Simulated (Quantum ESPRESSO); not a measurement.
The system is GaN.

```
Ga N
1.0
     0.00000    2.25350    2.25350
     2.25350    0.00000    2.25350
     2.25350    2.25350    0.00000
Ga N
1 1
Direct
  0.00000 0.00000 0.00000
  0.25000 0.25000 0.25000
```

The cell is a database's computed one.

- Program: Quantum ESPRESSO 7.5
- Task: phonon dispersion
- Functional: LDA
- Potentials or basis: GBRV 1.5 LDA
- Cutoff: 762 eV
- Density cutoff: 6095 eV
- k mesh: 6 × 6 × 6, shifted
- Occupations: fermi-dirac, width 0.05 eV
- Spin: no spin polarisation
- Form of the LDA correlation: PZ81
- Mixing beta: 0.5
- Most SCF iterations: 120
- SCF threshold: 4e-10 Ry
- q mesh: 2 × 2 × 2

The cell and the atoms were relaxed first, to 11.10 Å³/atom (a = 3.155 Å, b = 3.155 Å, c = 3.155 Å, α = 60.00°, β = 60.00°, γ = 60.00°), and the response was taken there.

The first run showed a gap, so the response started from a second, tighter run with fixed occupations.

Q: Is this structure dynamically stable at this level, and how far does the spectrum reach?

A: Yes, as far as this q mesh shows: no mode on the path is imaginary. The highest frequency is 731 cm⁻¹.

Phonon frequencies at the corners of the path (cm⁻¹, interpolated; i marks imaginary ones):
| point | frequencies |
| --- | --- |
| Γ | 0 0 0 552 552 731 |
| X | 192 192 346 615 615 688 |
| W | 208 256 299 618 635 651 |
| K | 179 251 314 604 637 661 |
| L | 136 136 341 576 576 697 |
| U | 179 251 314 604 637 661 |

Harmonic thermodynamics per atom at this volume (zero-point energy 77.8 meV, Debye temperature from the second moment 874 K):
```csv
T (K),free energy (meV),entropy (k_B),heat capacity Cv (k_B)
50,77.7,0.08,0.23
100,76.7,0.41,0.77
200,69.8,1.21,1.58
298.15,56.4,1.95,2.11
500,11.3,3.18,2.60
800,-88.5,4.46,2.83
```

Phonon states per cell in windows of 50 cm⁻¹ (negative: imaginary):
```csv
from (cm⁻¹),total,Ga,N
0,0.01,0.00,0.00
50,0.09,0.08,0.01
100,0.48,0.42,0.06
150,0.97,0.88,0.09
200,0.55,0.51,0.04
250,0.30,0.28,0.02
300,0.62,0.61,0.01
350,0.00,0.00,0.00
400,0.00,0.00,0.00
450,0.00,0.00,0.00
500,0.00,0.00,0.00
550,1.17,0.13,1.03
600,0.84,0.06,0.78
650,0.79,0.02,0.77
700,0.21,0.02,0.19
```

A q mesh this small can miss soft modes between its points.

Caveat: the q mesh is small, so phonon branches between its points and thermal values are rough.
